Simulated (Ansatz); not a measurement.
BaSnO3 (cubic perovskite)

```xyz
5
Lattice="4.1313 0.0000 0.0000 0.0000 4.1313 0.0000 0.0000 0.0000 4.1313" Properties=species:S:1:pos:R:3 pbc="T T T"
Ba     0.0000     0.0000     0.0000
Sn     2.0656     2.0656     2.0656
O      0.0000     2.0656     2.0656
O      2.0656     2.0656     0.0000
O      2.0656     0.0000     2.0656
```

The slice is a {100} plane (indices of the conventional cell) through the point (0.500, 0.500, 0.500) (fractional), spanned by u = [100] and v = [010] in vectors of this cell: u (4.13 Å) and v (4.13 Å, at 90° to u). It covers one period; positions are fractions (u, v).

Method: r2SCAN (plane waves to 500 eV, PAW, scalar-relativistic; Ansatz, a first-principles code). k mesh 8×8×8. Near the nuclei the fields are pseudised (PAW); where an atom keeps semicore shells as valence, they peak there. BaSnO3 was relaxed with its symmetry unable to fall.

Task: Around which element is the density of the highest valence band (whole band, smooth part) largest on this plane?

Result: O. Mean over a disc round each atom, of radius 0.45 times the shortest bond: O 0.096, Sn 0.001 e/Å³.

Task: What is the ELF at the midpoint of the shortest Sn–O line in this plane (2.07 Å)?

Result: 0.22.

Task: What is the valence density on the shortest Sn–O line in this plane (2.07 Å), at its midpoint?

Result: 0.63 e/Å³.

Task: Sketch the density of the lowest conduction band (whole band as if filled, smooth part) on this plane as a map.

Result: 
```
|123443212588688521234432|
|334543211244444211234543|
|445543100112221100134554|
|444432100000000000123444|
|333322100000000000122333|
|222111000000000000011122|
|111000000000000000000011|
|221000000000000000000012|
|652100000000000000000125|
|984100000000000000000148|
|984200000000000000000248|
|764200000000000000000246|
|984200000000000000000248|
|984100000000000000000148|
|652100000000000000000125|
|221000000000000000000012|
|111000000000000000000011|
|222111000000000000011122|
|333322100000000000122333|
|444432100000000000123444|
|445543100112221100134554|
|334543211244444211234543|
|123443212588688521234432|
|113443212699799621234431|
```
Scale: ten equal steps from 0.000 (start of '0') to 0.324 (end of '9'), in the order '0123456789'. Values: density of the lowest conduction band (whole band as if filled, smooth part) in e/Å³. The map has 24 points along u (one character each, u = 0 at the left) and 24 along v (v = 0 in the bottom row).
